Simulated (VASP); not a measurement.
# BAs (F-43m) in VASP: notebook

The runs below take BAs through band structure, relaxation of cell and atoms, with PBE, LDA, PBEsol, PBE-EpsX.

Program: VASP 6.6.1. These are calculated values, not measurements. Logs are shortened: lines on timing, memory, paths and dates and some standing lists are left out, and cuts for length are marked.

**1. The crystal as given**

It takes space group F-43m (No. 216, cubic). The conventional cell has a = 4.777 Å, b = 4.777 Å, c = 4.777 Å, α = 90.00°, β = 90.00°, γ = 90.00°. Around As (site symmetry -43m) lie 4 B at 2.07 Å. B (site symmetry -43m) is surrounded by 4 As at 2.07 Å.

**2. Band structure, PBE, spin-orbit coupling, no magnetisation**

INCAR reads:

```
SYSTEM = BAs
ALGO     = Normal         ! electronic algorithm
EDIFF    = 1E-7           ! SCF threshold, eV
ENCUT    = 520            ! plane-wave cutoff, eV
GGA      = PE             ! functional
GGA_COMPAT= .False.      
ISIF     = 2              ! what is computed and relaxed
ISMEAR   = -1             ! smearing method
LASPH    = .True.         ! aspherical terms in the spheres
LCHARG   = .False.        ! write CHGCAR
LORBIT   = 11             ! projections on sites
LREAL    = .False.        ! projectors in reciprocal space
LSORBIT  = .True.         ! spin-orbit coupling
LWAVE    = .False.        ! write WAVECAR
MAGMOM   = 0 0 0 0 0 0    ! initial moments
NBANDS   = 20             ! bands
NELM     = 60             ! most SCF steps
PREC     = Accurate       ! precision mode
SIGMA    = 0.05           ! smearing width, eV
```

KPOINTS reads:

```
k-points
0
Gamma
  7 7 7
  0 0 0
```

POSCAR reads:

```
BAs
1.0
    0.0000000000      2.3885000000      2.3885000000
    2.3885000000      0.0000000000      2.3885000000
    2.3885000000      2.3885000000      0.0000000000
As B
1 1
Direct
    0.7500000000      0.7500000000      0.7500000000
    0.0000000000      0.0000000000      0.0000000000
```

KPOINTS_OPT reads:

```
path GXWKGLUWLK,UX
10
line-mode
reciprocal
 0.0000000000  0.0000000000  0.0000000000  G
 0.5000000000  0.0000000000  0.5000000000  X

 0.5000000000  0.0000000000  0.5000000000  X
 0.5000000000  0.2500000000  0.7500000000  W

 0.5000000000  0.2500000000  0.7500000000  W
 0.3750000000  0.3750000000  0.7500000000  K

 0.3750000000  0.3750000000  0.7500000000  K
 0.0000000000  0.0000000000  0.0000000000  G

 0.0000000000  0.0000000000  0.0000000000  G
 0.5000000000  0.5000000000  0.5000000000  L

 0.5000000000  0.5000000000  0.5000000000  L
 0.6250000000  0.2500000000  0.6250000000  U

 0.6250000000  0.2500000000  0.6250000000  U
 0.5000000000  0.2500000000  0.7500000000  W

 0.5000000000  0.2500000000  0.7500000000  W
 0.5000000000  0.5000000000  0.5000000000  L

 0.5000000000  0.5000000000  0.5000000000  L
 0.3750000000  0.3750000000  0.7500000000  K

 0.6250000000  0.2500000000  0.6250000000  U
 0.5000000000  0.0000000000  0.5000000000  X
```

Potentials or basis: VASP PAW PBE potentials, release 64 (As, B).

Started as:

```sh
> cat potpaw_PBE.64/As/POTCAR potpaw_PBE.64/B/POTCAR > POTCAR
> mpirun -np 1 vasp_ncl > vasp.out
```

OUTCAR:

```text
SYSTEM = BAs
   EDIFF = 1E-7
   ENCUT = 520
   GGA = PE
   ISIF = 2
   ISMEAR = -1
   LASPH = .True.
   LORBIT = 11
   LREAL = .False.
   LSORBIT = .True.
   NELM = 60
   PREC = Accurate

 ion  position               nearest neighbor table
   1  0.750  0.750  0.750-   2 2.07   2 2.07   2 2.07   2 2.07
   2  0.000  0.000  0.000-   1 2.07   1 2.07   1 2.07   1 2.07

  LATTYP: Found a face centered cubic cell.
 ALAT       =     4.7770000000

  Lattice vectors:

 A1 = (   0.0000000000,   2.3885000000,   2.3885000000)
 A2 = (   2.3885000000,   0.0000000000,   2.3885000000)
 A3 = (   2.3885000000,   2.3885000000,   0.0000000000)

Analysis of symmetry for initial positions (statically):
=====================================================================
 Subroutine PRICEL returns:
 Original cell was already a primitive cell.

 Routine SETGRP: Setting up the symmetry group for a
 face centered cubic supercell.

 Subroutine GETGRP returns: Found 24 space group operations
 (whereof 24 operations were pure point group operations)
 out of a pool of 48 trial point group operations.

The static configuration has the point symmetry T_d .

Analysis of symmetry for dynamics (positions and initial velocities):
=====================================================================
 Subroutine PRICEL returns:
 Original cell was already a primitive cell.

 Routine SETGRP: Setting up the symmetry group for a
 face centered cubic supercell.

 Subroutine GETGRP returns: Found 24 space group operations
 (whereof 24 operations were pure point group operations)
 out of a pool of 48 trial point group operations.

The dynamic configuration has the point symmetry T_d .

Analysis of structural, dynamic, and magnetic symmetry:
=====================================================================
 Subroutine PRICEL returns:
 Original cell was already a primitive cell.

 Routine SETGRP: Setting up the symmetry group for a
 face centered cubic supercell.

 Subroutine GETGRP returns: Found 24 space group operations
 (whereof 24 operations were pure point group operations)
 out of a pool of 48 trial point group operations.

The overall configuration has the point symmetry T_d .

 Subroutine INISYM returns: Found 24 space group operations
 (whereof 24 operations are pure point group operations),
 and found     1 'primitive' translations

----------------------------------------------------------------------------------------

                                     Primitive cell

  volume of cell :      27.2525

  direct lattice vectors                    reciprocal lattice vectors
     0.000000000  2.388500000  2.388500000    -0.209336404  0.209336404  0.209336404
     2.388500000  0.000000000  2.388500000     0.209336404 -0.209336404  0.209336404
     2.388500000  2.388500000  0.000000000     0.209336404  0.209336404 -0.209336404

  length of vectors
     3.377849094  3.377849094  3.377849094     0.362581287  0.362581287  0.362581287

  position of ions in fractional coordinates (direct lattice)
     0.750000000  0.750000000  0.750000000
     0.000000000  0.000000000  0.000000000

  ion indices of the primitive-cell ions
   primitive index   ion index
                 1           1
                 2           2

----------------------------------------------------------------------------------------

 KPOINTS: k-points

Automatic generation of k-mesh.
 Grid dimensions read from file:
 generate k-points for:    7    7    7

 Generating k-lattice:

  Cartesian coordinates                     Fractional coordinates (reciprocal lattice)
    -0.029905201  0.029905201  0.029905201     0.142857143  0.000000000  0.000000000
     0.029905201 -0.029905201  0.029905201     0.000000000  0.142857143  0.000000000
[... 82 lines left out ...]
     AMIX     =   0.40;   BMIX     =  1.00
     AMIX_MAG =   1.60;   BMIX_MAG =  1.00
  volume/ion in A,a.u.               =      13.63        91.95
  Fermi-wavevector in a.u.,A,eV,Ry     =   1.088018  2.056057 16.106360  1.183784
  Thomas-Fermi vector in A             =   2.224191
   LORBIT       =     11    0 simple, 1 ext, 2 COOP (PROOUT), +10 PAW based schemes
   GGA     = PE    functional components
   LHFCALC =     F    Hartree Fock is set to
   AEXX    =    0.0000 exact exchange contribution
   IVDW    =     0    specifies the selected vdW correction
   LEPSILON=     F    determine dielectric tensor
   LRPA    =     F    only Hartree local field effects (RPA)
  energy-cutoff  :      520.00
  volume of cell :       27.25
 maximum number of plane-waves:      1496
 NGX is ok and might be reduce to    28
   NGX = 13   NGY = 13   NGZ = 13

 number of electron       8.0000000 magnetization       0.0000000      0.0000000      0.0000000

 number of electron       8.0000000 magnetization      -0.0000000     -0.0000000      0.0000000

 number of electron       8.0000000 magnetization       0.0000000     -0.0000000      0.0000000

 number of electron       8.0000000 magnetization      -0.0000000     -0.0000000     -0.0000000

 Free energy of the ion-electron system (eV)
  ---------------------------------------------------
  ext. energy  EPLUGINS =         0.00000000
  ---------------------------------------------------
  free energy    TOTEN  =       -11.41050826 eV

  energy without entropy =      -11.41050795  energy(sigma->0) =      -11.41050810

 E-fermi :   6.7312     XC(G=0): -10.5828

 val. band max:        6.1926157818   @ k =   0.0000   0.0000   0.0000
 cond. band min:       7.3244710924   @ k =   0.4286   0.4286   0.0000
 fundamental gap:      1.1318553106
 Fermi energy:         6.7311512684

 k-point     1 :       0.0000    0.0000    0.0000
  band No.  band energies     occupation
      1      -9.2727      1.00000
      2      -9.2727      1.00000
      3       5.9884      1.00000
      4       5.9884      1.00000
      5       6.1926      0.99998
      6       6.1926      0.99998
[... 679 lines left out ...]
     19      20.4063      0.00000
     20      20.4423      0.00000

------------------------ aborting loop because EDIFF is reached ----------------------------------------

  FORCE on cell =-STRESS in cart. coord.  units (eV):
  Direction    XX          YY          ZZ          XY          YZ          ZX
  --------------------------------------------------------------------------------------
  -------------------------------------------------------------------------------------
  Total        0.5848749      0.5848749      0.5848749      0.0000000      0.0000000      0.0000000
  in kB       34.3849039     34.3849039     34.3849039      0.0000000      0.0000000      0.0000000
  external PRESSURE =      34.3849039 kB  Pullay stress =       0.0000000 kB

 VOLUME and BASIS-vectors are now :
 -----------------------------------------------------------------------------
  energy-cutoff  :      520.00
  volume of cell :       27.25
      direct lattice vectors                 reciprocal lattice vectors
     0.000000000  2.388500000  2.388500000    -0.209336404  0.209336404  0.209336404
     2.388500000  0.000000000  2.388500000     0.209336404 -0.209336404  0.209336404
     2.388500000  2.388500000  0.000000000     0.209336404  0.209336404 -0.209336404

 POSITION                                       TOTAL-FORCE (eV/Angst)
 -----------------------------------------------------------------------------------
      3.58275      3.58275      3.58275        -0.000000      0.000000      0.000000
      0.00000      0.00000      0.00000         0.000000     -0.000000     -0.000000
 -----------------------------------------------------------------------------------
    total drift:                                0.000000      0.000000      0.000000

  FREE ENERGIE OF THE ION-ELECTRON SYSTEM (eV)
  ---------------------------------------------------
  free  energy   TOTEN  =       -11.4105082566 eV

  energy  without entropy=      -11.4105079515  energy(sigma->0) =      -11.41050810

 Spin-Orbit-Coupling matrix elements

 Ion:    1  E_soc:     -0.0212991
 l=   1
     0.0000000    -0.0035236    -0.0035236
    -0.0035236     0.0000000    -0.0035236
    -0.0035236    -0.0035236     0.0000000
 l=   2
     0.0000000    -0.0000134     0.0000000    -0.0000134    -0.0000129
    -0.0000134     0.0000000    -0.0000097    -0.0000134    -0.0000032
     0.0000000    -0.0000097     0.0000000    -0.0000097     0.0000000
    -0.0000134    -0.0000134    -0.0000097     0.0000000    -0.0000032
    -0.0000129    -0.0000032     0.0000000    -0.0000032     0.0000000
 l=   3
     0.0000000     0.0000000     0.0000000     0.0000000     0.0000000     0.0000000     0.0000000
     0.0000000     0.0000000     0.0000000     0.0000000     0.0000000     0.0000000     0.0000000
     0.0000000     0.0000000     0.0000000     0.0000000     0.0000000     0.0000000     0.0000000
     0.0000000     0.0000000     0.0000000     0.0000000     0.0000000     0.0000000     0.0000000
     0.0000000     0.0000000     0.0000000     0.0000000     0.0000000     0.0000000     0.0000000
     0.0000000     0.0000000     0.0000000     0.0000000     0.0000000     0.0000000     0.0000000
     0.0000000     0.0000000     0.0000000     0.0000000     0.0000000     0.0000000     0.0000000

 Ion:    2  E_soc:     -0.0000091
 l=   1
     0.0000000    -0.0000015    -0.0000015
    -0.0000015     0.0000000    -0.0000015
    -0.0000015    -0.0000015     0.0000000
 l=   2
     0.0000000     0.0000000     0.0000000     0.0000000     0.0000000
     0.0000000     0.0000000     0.0000000     0.0000000     0.0000000
     0.0000000     0.0000000     0.0000000     0.0000000     0.0000000
     0.0000000     0.0000000     0.0000000     0.0000000     0.0000000
     0.0000000     0.0000000     0.0000000     0.0000000     0.0000000
 l=   3
     0.0000000     0.0000000     0.0000000     0.0000000     0.0000000     0.0000000     0.0000000
     0.0000000     0.0000000     0.0000000     0.0000000     0.0000000     0.0000000     0.0000000
     0.0000000     0.0000000     0.0000000     0.0000000     0.0000000     0.0000000     0.0000000
     0.0000000     0.0000000     0.0000000     0.0000000     0.0000000     0.0000000     0.0000000
     0.0000000     0.0000000     0.0000000     0.0000000     0.0000000     0.0000000     0.0000000
     0.0000000     0.0000000     0.0000000     0.0000000     0.0000000     0.0000000     0.0000000
     0.0000000     0.0000000     0.0000000     0.0000000     0.0000000     0.0000000     0.0000000

 total charge

# of ion       s       p       d       tot
------------------------------------------
    1        1.172   1.664   0.089   2.924
    2        0.659   1.181   0.000   1.840
--------------------------------------------------
tot          1.831   2.845   0.089   4.764

 magnetization (x)

# of ion       s       p       d       tot
------------------------------------------
    1        0.000   0.000   0.000   0.000
    2        0.000   0.000   0.000   0.000
--------------------------------------------------
tot          0.000   0.000   0.000   0.000

 magnetization (y)

# of ion       s       p       d       tot
------------------------------------------
    1        0.000   0.000   0.000   0.000
    2        0.000   0.000   0.000   0.000
--------------------------------------------------
tot          0.000   0.000   0.000   0.000

 magnetization (z)

# of ion       s       p       d       tot
------------------------------------------
    1        0.000   0.000   0.000   0.000
    2       -0.000   0.000   0.000  -0.000
--------------------------------------------------
tot         -0.000   0.000   0.000  -0.000
```

Wall time 96 s (1 thread of Intel Xeon Platinum 8488C (Sapphire Rapids), shared host); peak memory 0.25 GiB.

Results:

```
Free energy                                           : -11.4105 eV
Pressure                                              : 3.4 GPa
Valence electrons inside the program's atomic spheres : As 2.92; B 1.84
```

(Continued in part 2 of 3.)
